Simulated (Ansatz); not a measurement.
## Energy on a grid of two coordinates

C2H4O2 (SMILES CC(=O)O), singlet, PBE0-D4/def2-TZVP minimum:

C1  (-0.014, 0.930, -0.239)
C2  (0.292, -0.474, 0.172)
O3  (1.373, -0.901, 0.472)
O4  (-0.812, -1.244, 0.172)
H5  (-0.453, 0.935, -1.238)
H6  (-0.752, 1.361, 0.441)
H7  (0.897, 1.521, -0.227)
H8  (-0.531, -2.128, 0.446)
(Å)

Rows set the bond length C1–C2 (Å; 1.495 at the minimum), columns the angle C1–C2–O4 (°; 111.6), set in this order; the parts move rigidly, in a bend the first-named atom's side turns in the plane, and in a torsion the whole end group turns. CCSD(T) energies count from the value at that structure, in eV. Ansatz 0.2.0; basis: def2-TZVPP; cores frozen in the correlated methods.

```csv
C1–C2 \ C1–C2–O4,87.6,99.6,111.6,123.6,135.6
1.316,2.408,1.120,0.738,1.051,?
1.444,1.402,0.358,0.058,0.332,1.196
1.632,1.149,0.392,0.189,0.421,1.094
1.851,1.629,1.113,?,?,?
2.093,2.414,2.078,2.012,2.180,2.583
```

Question: Fill in the withheld cells. (An estimate is asked for; the value comes from the calculation.)

Answer: By the calculation: (1.316, 135.6): 2.095; (1.851, 111.6): 0.990; (1.851, 123.6): 1.189; (1.851, 135.6): 1.711 eV. These count from the CCSD(T) energy at the PBE0-D4 minimum.

The same grid for a cheaper method: HF − CCSD(T), both counted from the minimum, in eV:
```
C1–C2 \ C1–C2–O4   87.6   99.6   111.6   123.6  135.6
           1.316  0.189  0.051  -0.013  -0.009  0.070
           1.444  0.183  0.052  -0.010  -0.011  0.057
           1.632  0.230  0.109   0.049   0.044  0.096
           1.851  0.357  0.243   0.185   0.176  0.218
           2.093  0.569  0.458   0.403   0.396  0.436
```

No T1 diagnostic of these runs exceeds 0.019. The restricted Hartree–Fock reference is unstable towards an unrestricted one at one or more of these structures.

For scale, one of the runs: CCSD(T)/def2-TZVPP, 180 basis functions (an equivalent command: `ansatz run in.yaml --threads 4`). The run took 61 s on 4 CPU threads (shared host), with 1.9 GiB of host memory at its peak.
